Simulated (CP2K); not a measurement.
Runs of CP2K 2026.2 on Si2W. It takes space group I4/mmm (No. 139, tetragonal). The conventional cell has a = 3.214 Å, b = 3.214 Å, c = 7.830 Å, α = 90.00°, β = 90.00°, γ = 90.00°. W (site symmetry 4/mmm) has 10 Si at 2.62 Å as nearest neighbours. Si (site symmetry 4mm) has 5 Si at 2.59 to 2.63 Å and 5 W at 2.62 Å as nearest neighbours. 

```tsv
level	gap on the mesh (eV)	pressure (GPa)	largest force (eV/Å)
SCAN	none	-0.1	0.06
LDA	none	(b)	0.02
PBEsol	none	(a)	0.03
HLE16	none	-47.7	0.18
BLYP	none	(c)	-
WC	none	0.5	0.02
```

Alike in all rows: task band structure; potentials or basis POTENTIAL_UZH W GTH-PBE-q14, Si GTH-PBE-q4; TZVP-MOLOPT-PBE-GTH basis; no spin polarisation; cell as given; k mesh 12 × 12 × 12; smearing fermi-dirac 0.05 eV.

Problem. Fill in the values left out.

Solution. (a) -0.4; (b) -1.3; (c) 10.2.

Caveats: the potentials were made for another functional, which shifts forces and pressure; spin-orbit coupling is left out, which moves the levels of the heavy elements; the basis of atomic orbitals isn't converged, which shifts pressures, moduli and gaps; the potentials were made for a functional far from this one (some runs); the cell as given lies far from equilibrium (some runs).

A k mesh can miss the band edges, and the runs leave out spin-orbit coupling on W.

A gap of «none» marks a metal or a gap under the smearing width.

Runs at the PBE level aren't shown here.
